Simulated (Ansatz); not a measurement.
# Pt: the cost of one run

Computed with Ansatz 0.2.0 (DFT PBE, scalar-relativistic, plane waves, PAW, unless a step's input says otherwise).

The COD entry's cell or inner coordinates are ideal or old and differ from later refinements, so a difference from it is no clean test against experiment.

## 1. Starting point

The structure is cubic, space group Fm-3m (No. 225). Conventional cell: a = 3.916 Å, b = 3.916 Å, c = 3.916 Å, α = 90.00°, β = 90.00°, γ = 90.00°. Around Pt (site symmetry m-3m) lie 12 Pt at 2.77 Å.

Structure file:

```
Pt
1.0
     0.00000    3.91580    3.91580
     3.91580    0.00000    3.91580
     3.91580    3.91580    0.00000
Pt
8
Direct
  0.00000 0.00000 0.00000
  0.00000 0.00000 0.50000
  0.00000 0.50000 0.00000
  0.00000 0.50000 0.50000
  0.50000 0.00000 0.00000
  0.50000 0.00000 0.50000
  0.50000 0.50000 0.00000
  0.50000 0.50000 0.50000
```

No relaxation comes first: the listed cell is the starting point.

## 2. The reference cell

The cell is repeated 8 times, 8 atoms in all. Reference values: F = -100184.0313 eV; pressure 11.55 GPa; largest force 0.000 eV/Å; gap on the mesh none (metal). It was computed beforehand with the settings of the runs below.

## 3. Setting up a one-atom displacement scan

Atom 1 (Pt) is moved by x along the Cartesian unit vector (0.707, 0.707, 0.000); the cell and all other atoms stay fixed. Forces below are components along that vector, summed over the moved atoms. In a periodic cell its images move with it.

## 4. x = -0.300 Å

input.yaml reads:

```yaml
crystal:
  lattice:
    - [0.0, 3.9158, 3.9158]
    - [3.9158, 0.0, 3.9158]
    - [3.9158, 3.9158, 0.0]
  atoms:
    - { symbol: Pt, position: [0.0, 0.0, -0.0541733578] }
    - { symbol: Pt, position: [0.0, 0.0, 0.5] }
    - { symbol: Pt, position: [0.0, 0.5, 0.0] }
    - { symbol: Pt, position: [0.0, 0.5, 0.5] }
    - { symbol: Pt, position: [0.5, 0.0, 0.0] }
    - { symbol: Pt, position: [0.5, 0.0, 0.5] }
    - { symbol: Pt, position: [0.5, 0.5, 0.0] }
    - { symbol: Pt, position: [0.5, 0.5, 0.5] }
basis:
  ecutwfc: 420
kpoints:
  mp_grid: { grid: [10, 10, 10] }
hamiltonian:
  xc: pbe
scf:
  occupations: { method: gaussian, width: 0.15 }
output:
  forces: true
  stress: true
  eigenvalues: true
```

Started as:

```bash
$ ansatz run input.yaml --threads 2 --pin off --max-ram 5120MiB --backend cpu --events-out ev --progress --plain --runs-dir out
```

Q: Estimate wall time and peak memory on 2 threads of Intel Xeon at 2.50GHz (Skylake/Cascade Lake), shared host.

About 98 s, with a peak of 1.3 GiB.
